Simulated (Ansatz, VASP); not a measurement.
## Two plane-wave programs on TaN

The input POSCAR:

```
TaN
1.0
    2.9501846799      0.0000000000      0.0000000000
   -1.4750923399      2.5549348786      0.0000000000
    0.0000000000      0.0000000000      2.8977716016
Ta N
1 1
Direct
    0.3333333333      0.6666666667      0.5000000000
    0.0000000000      0.0000000000      0.0000000000
```

INCAR.step1

```
SYSTEM = TaN
PREC     = Accurate       ! precision mode
ENCUT    = 520            ! plane-wave cutoff, eV
ISMEAR   = 0              ! smearing method
SIGMA    = 0.1            ! smearing width, eV
LREAL    = .FALSE.        ! projectors in reciprocal space
LASPH    = .TRUE.         ! aspherical terms in the spheres
NELM     = 100            ! most SCF steps
NBANDS   = 15             ! bands
GGA      = PE             ! functional
ALGO     = Normal         ! electronic algorithm
EDIFF    = 1E-4           ! SCF threshold, eV
LWAVE    = .TRUE.         ! write WAVECAR
LCHARG   = .FALSE.        ! write CHGCAR
```

INCAR.step2

```
SYSTEM = TaN
PREC     = Accurate       ! precision mode
ENCUT    = 520            ! plane-wave cutoff, eV
EDIFF    = 1E-7           ! SCF threshold, eV
ISMEAR   = 0              ! smearing method
SIGMA    = 0.1            ! smearing width, eV
LREAL    = .FALSE.        ! projectors in reciprocal space
LASPH    = .TRUE.         ! aspherical terms in the spheres
NELM     = 100            ! most SCF steps
ALGO     = Normal         ! electronic algorithm
ISIF     = 2              ! what is computed and relaxed
LWAVE    = .FALSE.        ! write WAVECAR
LCHARG   = .FALSE.        ! write CHGCAR
METAGGA  = R2SCAN         ! meta-GGA
LMIXTAU  = .TRUE.       
NBANDS   = 15             ! bands
ISTART   = 1
```

The input KPOINTS:

```
regular mesh
0
G
  18 18 14
  0 0 0
```

Input for Ansatz:

```yaml
crystal:
  lattice:
    - [2.9501846799, 0.0, 0.0]
    - [-1.4750923399, 2.5549348786, 0.0]
    - [0.0, 0.0, 2.8977716016]
  atoms:
    - { symbol: Ta, position: [0.3333333333, 0.6666666667, 0.5] }
    - { symbol: "N", position: [0.0, 0.0, 0.0] }
basis:
  ecutwfc: 500
kpoints:
  mp_grid: { grid: [18, 18, 14] }
  band_path:
    path:
      - [[0.0, 0.0, 0.0], [0.5, 0.0, 0.0], [0.33333333, 0.33333333, 0.0], [0.0, 0.0, 0.0], [0.0, 0.0, 0.5], [0.5, 0.0, 0.5], [0.33333333, 0.33333333, 0.5], [0.0, 0.0, 0.5]]
      - [[0.5, 0.0, 0.5], [0.5, 0.0, 0.0]]
      - [[0.33333333, 0.33333333, 0.5], [0.33333333, 0.33333333, 0.0]]
    npoints: 14
hamiltonian:
  xc: r2scan
scf:
  occupations: { method: gaussian, width: 0.1 }
  n_extra_bands: 6
output:
  forces: true
  stress: true
  eigenvalues: true
  populations: true
  dos: { projected: true, de: 0.02, nscf_kmesh: { grid: [27, 27, 21] } }
  bader: true
  write_density: true
  write_potential: true
  elf: true
  volumetric_format: npy
```

Alike in both runs: task single point; functional r2SCAN; k mesh 18 × 18 × 14; occupations gaussian, width 0.1 eV; no spin polarisation.

```csv
,VASP,Ansatz
version,VASP 6.6.1,Ansatz 0.2.0
potentials or method,"VASP PAW PBE potentials, release 64 (Ta_pv, N)","scalar-relativistic, plane waves, PAW"
plane-wave cutoff (eV),520,500
valence electrons in the cell,16,18
```

VASP gave:

```
gap on the k mesh at the Fermi level (eV)       : none
pressure (GPa)                                  : -3.4
largest component of the traceless stress (GPa) : 0.13
```

Question: Which values does Ansatz return?

Answer: gap on the k mesh at the Fermi level (eV): none; pressure (GPa): -4.9; largest component of the traceless stress (GPa): 0.28.

A gap of «none» marks a metal or a gap that the smearing closes. The two sets of potentials don't hold the same shells in valence.

Caveats: the PAW data sets were made with another functional, which shifts forces and pressure a little (VASP). The runs have no spin-orbit coupling, so splittings on Ta are missing.
